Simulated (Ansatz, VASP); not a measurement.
**One calculation of Ni, two programs**

```
CELL_PARAMETERS angstrom
-1.36501 1.36501 1.36501
1.36501 -1.36501 1.36501
1.36501 1.36501 -1.36501
ATOMIC_POSITIONS crystal
Ni 0.00000 0.00000 0.00000
```

Change from the starting cell: volume scaled by 0.96.

Alike in both runs: task single point; functional PBEsol; k mesh 13 × 13 × 13; occupations fermi-dirac, width 0.05 eV; collinear spin, ferromagnetic start.

|  | VASP | Ansatz |
| --- | --- | --- |
| version | VASP 6.6.1 | Ansatz 0.2.0 |
| potentials or method | VASP PAW PBE potentials, release 64 (Ni) | Ansatz PAW |
| plane-wave cutoff (eV) | 520 | 420 |
| valence electrons in the cell | 10 | 18 |

```tsv
	VASP	Ansatz	Ansatz less VASP
gap on the k mesh at the Fermi level (eV)	none	none	-
pressure (GPa)	6.8	7.0	+0.17
net moment per atom (μB)	0.54	0.56	+0.013
size of the moment on the site where the two differ most (μB)	0.54	0.58	+0.036
```

Site moments also hang on the region over which each program counts them. A gap of «none» marks a metal or a gap that the smearing closes. The functional is the same, so the differences come from potentials, cutoffs and numerics. The two sets of potentials don't hold the same shells in valence.

Caveats: the PAW data sets were made with another functional, which shifts forces and pressure a little (VASP); the PAW data sets come from PBE, with cores solved anew for the run's functional, which leaves a small shift of forces and pressure (Ansatz).
